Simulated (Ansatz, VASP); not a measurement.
## Two plane-wave programs on TiO2

The input INCAR:

```
  PREC = Accurate
  ENCUT = 520
  EDIFF = 1E-7
  ISMEAR = 0
  SIGMA = 0.014
  LREAL = F
  LASPH = T
  NELM = 100
  ALGO = Normal
  ISIF = 2
  LWAVE = F
  LCHARG = F
  GGA = PE
```

Contents of KPOINTS:

```
regular mesh
0
Gamma
  6 6 9
```

The input POSCAR:

```
TiO2
1.0
    4.5998373239      0.0000000000      0.0000000000
    0.0000000000      4.5998373239      0.0000000000
    0.0000000000      0.0000000000      2.9592135600
Ti O
2 4
Direct
    0.0000000000      0.0000000000      0.5000000000
    0.5000000000      0.5000000000      0.0000000000
    0.3043213200      0.3043213200      0.5000000000
    0.1956786800      0.8043213200      0.0000000000
    0.8043213200      0.1956786800      0.0000000000
    0.6956786800      0.6956786800      0.5000000000
```

input.yaml

```yaml
crystal:
  lattice:
    - [4.5998373239, 0.0, 0.0]
    - [0.0, 4.5998373239, 0.0]
    - [0.0, 0.0, 2.95921356]
  atoms:
    - { symbol: Ti, position: [0.0, 0.0, 0.5] }
    - { symbol: Ti, position: [0.5, 0.5, 0.0] }
    - { symbol: O, position: [0.30432132, 0.30432132, 0.5] }
    - { symbol: O, position: [0.19567868, 0.80432132, 0.0] }
    - { symbol: O, position: [0.80432132, 0.19567868, 0.0] }
    - { symbol: O, position: [0.69567868, 0.69567868, 0.5] }
hamiltonian:
  xc: pbe
  pseudopotentials: { kind: paw }
kpoints:
  mp_grid: { grid: [6, 6, 9] }
scf:
  occupations: { method: gaussian, width: 0.014 }
output:
  forces: true
  stress: true
  eigenvalues: true
  write_density: true
  write_potential: true
  elf: true
  volumetric_format: npy
```

The cell is a database's computed one.

Alike in both runs: task single point; functional PBE; k mesh 6 × 6 × 9; occupations gaussian, width 0.014 eV; no spin polarisation.

```csv
,VASP,Ansatz
version,VASP 6.6.1,Ansatz 0.2.0
potentials or method,"VASP PAW PBE potentials, release 64 (Ti_sv, O)",Ansatz PAW
plane-wave cutoff (eV),520,420
valence electrons in the cell,48,48
```

```tsv
	VASP	Ansatz	Ansatz less VASP
gap on the k mesh at the Fermi level (eV)	1.84	1.87	+0.027
least direct gap on the mesh (eV)	1.84	1.87	+0.027
pressure (GPa)	4.9	4.2	-0.70
largest component of the traceless stress (GPa)	0.35	0.55	+0.199
rms of the force components (eV/Å)	0.010	0.002	-0.0079
```

Atom by atom the forces differ by 0.012 eV/Å (rms over components).

Caveats: an odd mesh through Γ misses points on the zone boundary, where band edges often lie (VASP); odd divisions of the mesh miss points on the zone boundary, where band edges often lie, so the gap on the mesh can be too wide (Ansatz); the pressure holds a Pulay correction of +0.7 GPa for the finite cutoff (Ansatz). A hybrid or GW would open this gap; PBE tends to underestimate it.
